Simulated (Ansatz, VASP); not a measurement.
**Two plane-wave programs on GaN**

```xyz
4
Lattice="3.1800 0.0000 0.0000 -1.5900 2.7540 0.0000 0.0000 0.0000 5.1660" Properties=species:S:1:pos:R:3 pbc="T T T"
Ga    1.5900    0.9180    2.5830
Ga    0.0000    1.8360    0.0000
N     1.5900    0.9180    4.5203
N     0.0000    1.8360    1.9373
```

Alike in both runs: task single point; functional PBEsol; dispersion D3(BJ); k mesh 10 × 10 × 5; occupations fermi-dirac, width 0.05 eV; no spin polarisation.

```csv
,VASP,Ansatz
version,VASP 6.6.1,Ansatz 0.2.0
potentials or method,"VASP PAW PBE potentials, release 64 (Ga_d, N)",Ansatz PAW
plane-wave cutoff (eV),520,420
valence electrons in the cell,36,36
```

Ansatz gave:

* gap on the k mesh at the Fermi level (eV): 1.91
* least direct gap on the mesh (eV): 1.91
* pressure (GPa): -2.2
* largest component of the traceless stress (GPa): 1.38
* rms of the force components (eV/Å): 0.077
* dispersion energy (meV/atom): -223.3

**Question.** What did VASP give for the same quantities?

**Answer.** gap on the k mesh at the Fermi level (eV): 1.93; least direct gap on the mesh (eV): 1.93; pressure (GPa): -2.3; largest component of the traceless stress (GPa): 1.39; rms of the force components (eV/Å): 0.076; dispersion energy (meV/atom): -223.3.

Atom by atom the forces differ by 0.001 eV/Å (rms over components).

Caveats: the PAW data sets were made with another functional, which shifts forces and pressure a little (VASP); odd divisions of the mesh miss points on the zone boundary, where band edges often lie, so the gap on the mesh can be too wide (Ansatz); the pressure holds a Pulay correction of +0.5 GPa for the finite cutoff (Ansatz); the PAW data sets come from PBE, with cores solved anew for the run's functional, which leaves a small shift of forces and pressure (Ansatz). Expect the measured gap to be larger: semilocal functionals such as PBEsol lack the derivative discontinuity.
